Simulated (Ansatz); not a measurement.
# Trial structures of Ge: starts and ends

All numbers below come from DFT PBE, scalar-relativistic, plane waves, PAW in Ansatz. Settings: cutoff 420 eV, Γ-centred meshes spaced at most about 0.3 Å⁻¹, and about 0.25 Å⁻¹ or finer for metals (2π included), Gaussian smearing. No spin polarisation in the final relaxations.

Each guess was relaxed in cell and atoms at zero pressure, within the symmetry of its start. Temperature and zero-point effects are left out. Coordination counts all near atoms (those within 1.25 times the shortest such distance or 1.15 times the sum of covalent radii; a plus sign parts nearer from farther groups; a slash parts the counts of unlike sites).

```
guess                           made from  start group  V start (Å³/atom)  end group  V end (Å³/atom)  coordination at the end  gap on mesh (eV)  E over the lowest end (meV/atom)
    1      4-connected net of one element         Ccce               18.3       Ccce             22.0                     Ge 4                 0                               146
    2      4-connected net of one element         Cmcm               23.0       Cmcm             25.8                     Ge 4                 0                                 0
    3      4-connected net of one element        P-31c               17.4      P-3m1             22.4                   Ge 3+5                 0                               208
    4  3-, 4-connected net of one element       P3_221               21.6     P3_221             20.3                 Ge 6/4+7                 0                               186
    5      4-connected net of one element         R-3m               20.7       R-3m             24.1                     Ge 4                 0                                94
    6  4-, 6-connected net of one element         Pnma               15.6          ?                ?                        ?                 ?                                 ?
    7      4-connected net of one element           P1               22.0       Pmma             19.4                     Ge 8                 0                               155
```

Guess 6 as it starts:

Space group Pnma (No. 62). a = 7.749 Å, b = 3.586 Å, c = 4.502 Å, α = 90.00°, β = 90.00°, γ = 90.00°
```tsv
atom	site	symmetry	x	y	z
Ge	4c	.m.	0.1543	0.2500	0.5312
Ge	4c	.m.	0.0565	0.7500	0.8500
```

Problem. Predict the end of this guess and its energy over the lowest end.

Solution. It ends in space group Pnma (No. 62), with a = 8.545 Å, b = 3.883 Å, c = 5.200 Å, 21.6 Å³/atom and no gap. It lies 186 meV/atom over the lowest end, within the noise of guess 4 and below guess 3. Counting all near atoms, this end has Ge 4+2/6 and the lowest (guess 2) has Ge 4.

Space group Pnma (No. 62). a = 8.545 Å, b = 3.883 Å, c = 5.200 Å, α = 90.00°, β = 90.00°, γ = 90.00°
```csv
atom,site,symmetry,x,y,z
Ge,4c,.m.,0.1516,0.2500,0.5200
Ge,4c,.m.,0.0639,0.7500,0.8368
```

The k mesh leaves some 4 meV/atom of noise in the energy of each metallic cell. Cells relaxed within their symmetry can be saddle points. The part of the Crystallography Open Database at hand lists Ge in space groups No. 64, 96, 227; no cell shown has one of them. Some types were kept out of the candidates beforehand, so the set may lack a known form.

The four-connected net of guess 2 is the lowest end and also the most open, as expected for germanium, whose four valence electrons favour directional sp³ bonds. Fourfold coordination alone does not secure a low energy, though: guess 1 lies at 146 meV/atom, close to the eight-coordinate guess 7 at 155. Strained bond angles are the probable cause. Nor does energy rise steadily with density, since guess 7 is the densest end yet lies below guesses 3, 4 and 6. This suggests that those mixed coordinations give up much of the covalent bonding without the full benefit of metallic packing. Being both denser and lower in energy, guess 7 should also stay ahead of these three under moderate compression.

The zero gaps do not prove that the four-connected nets are metals, because PBE closes the gap even in diamond-type germanium. That form is the known ground state at ambient pressure, so the listed energies probably understate how far these structures lie above stable germanium.
